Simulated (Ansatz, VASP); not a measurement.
# BN in VASP and in Ansatz

Contents of INCAR:

```
ALGO = Normal
EDIFF = 1E-6
ENCUT = 520
GGA = PE
ISIF = 2
ISMEAR = 0
LASPH = True
LCHARG = False
LREAL = False
LWAVE = False
NBANDS = 26
NELM = 60
PREC = Accurate
SIGMA = 0.05
```

KPOINTS

```
k-points
0
Gamma
  12 12 4
```

Contents of POSCAR:

```
BN
1.0
    2.5545800960      0.0000000000      0.0000000000
   -1.2772900480      2.2123312591      0.0000000000
    0.0000000000      0.0000000000      8.4490290704
B N
4 4
Direct
    0.6666666667      0.3333333333      0.4999029273
    0.6666666667      0.3333333333      0.9999029273
    0.3333333333      0.6666666667      0.2499029273
    0.3333333333      0.6666666667      0.7499029273
    0.6666666667      0.3333333333      0.3125970727
    0.6666666667      0.3333333333      0.8125970727
    0.3333333333      0.6666666667      0.0625970727
    0.3333333333      0.6666666667      0.5625970727
```

Input for Ansatz:

```yaml
crystal:
  lattice:
    - [2.554580096, 0.0, 0.0]
    - [-1.277290048, 2.2123312591, 0.0]
    - [0.0, 0.0, 8.4490290704]
  atoms:
    - { symbol: B, position: [0.6666666667, 0.3333333333, 0.4999029273] }
    - { symbol: B, position: [0.6666666667, 0.3333333333, 0.9999029273] }
    - { symbol: B, position: [0.3333333333, 0.6666666667, 0.2499029273] }
    - { symbol: B, position: [0.3333333333, 0.6666666667, 0.7499029273] }
    - { symbol: "N", position: [0.6666666667, 0.3333333333, 0.3125970727] }
    - { symbol: "N", position: [0.6666666667, 0.3333333333, 0.8125970727] }
    - { symbol: "N", position: [0.3333333333, 0.6666666667, 0.0625970727] }
    - { symbol: "N", position: [0.3333333333, 0.6666666667, 0.5625970727] }
basis:
  ecutwfc: 420
kpoints:
  mp_grid: { grid: [12, 12, 4] }
hamiltonian:
  xc: pbe
scf:
  occupations: { method: gaussian, width: 0.05 }
output:
  forces: true
  stress: true
  eigenvalues: true
  write_density: true
  write_potential: true
  elf: true
  volumetric_format: npy
```

Alike in both runs: task single point; functional PBE; k mesh 12 × 12 × 4; occupations gaussian, width 0.05 eV; no spin polarisation.

```csv
,VASP,Ansatz
version,VASP 6.6.1,Ansatz 0.2.0
potentials or method,"VASP PAW PBE potentials, release 64 (B, N)","scalar-relativistic, plane waves, PAW"
plane-wave cutoff (eV),520,420
valence electrons in the cell,32,32
```

Ansatz gave:

```
gap on the k mesh at the Fermi level (eV) : 5.23
least direct gap on the mesh (eV)         : 8.23
pressure (GPa)                            : 0.0
```

Estimate VASP's values.

gap on the k mesh at the Fermi level (eV): 5.21; least direct gap on the mesh (eV): 8.21; pressure (GPa): 0.2.

A k mesh can miss the band edges.
